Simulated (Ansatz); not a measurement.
# MoS2: the cost of one run

Computed with Ansatz 0.2.0 (reference: DFT, PBEsol, plane waves, PAW, unless a step's input says otherwise).

3 further runs of the same task are left out: 1 for a known fault of the program, 2 that didn't finish.

## Step 1: Starting point

The structure is trigonal, space group R3m (No. 160). Conventional cell: a = 3.175 Å, b = 3.175 Å, c = 18.582 Å, α = 90.00°, β = 90.00°, γ = 120.00°. Mo (site symmetry 3m) has 6 S at 2.40 Å as nearest neighbours. S (site symmetry 3m) has 3 Mo at 2.40 Å as nearest neighbours.

Coordinates:

```cif
data_structure
_symmetry_space_group_name_H-M 'R3m:H'
_symmetry_Int_Tables_number 160
_cell_length_a 3.1752
_cell_length_b 3.1752
_cell_length_c 18.5818
_cell_angle_alpha 90.000
_cell_angle_beta 90.000
_cell_angle_gamma 120.000
_cell_volume 162.24
loop_
_atom_site_label
_atom_site_type_symbol
_atom_site_symmetry_multiplicity
_atom_site_Wyckoff_symbol
_atom_site_fract_x
_atom_site_fract_y
_atom_site_fract_z
_atom_site_occupancy
Mo1 Mo 3 a 0.00000 0.00000 0.00001 1
S1 S 3 a 0.33333 0.66667 0.24967 1
S2 S 3 a 0.66667 0.33333 0.08365 1
```

## Step 2: Reference

input.yaml

```yaml
crystal:
  lattice:
    - [1.5875907347, 0.916595938, 6.1939395993]
    - [-1.5875907347, 0.916595938, 6.1939395993]
    - [0.0, -1.833191876, 6.1939395993]
  atoms:
    - { symbol: Mo, position: [-1.46007e-05, -1.46007e-05, -1.46007e-05] }
    - { symbol: S, position: [0.4170015121, 0.4170015121, 0.4170015121] }
    - { symbol: S, position: [0.2496797553, 0.2496797553, 0.2496797553] }
kpoints:
  mp_grid: { grid: [6, 6, 6] }
hamiltonian:
  xc: pbesol
scf:
  occupations: { method: fixed }
  n_extra_bands: 4
output:
  forces: true
  stress: true
  eigenvalues: true
```

Run with:

```bash
$ ansatz run input.yaml --threads 4 --pin off --max-ram 3686MiB --backend cpu --events-out ev --progress --plain --runs-dir out
```

**Question.** How long does this run take on 4 threads of Arm Neoverse N1, shared host, and how much memory does it need?

About 1.8 s, with a peak of 0.41 GiB.
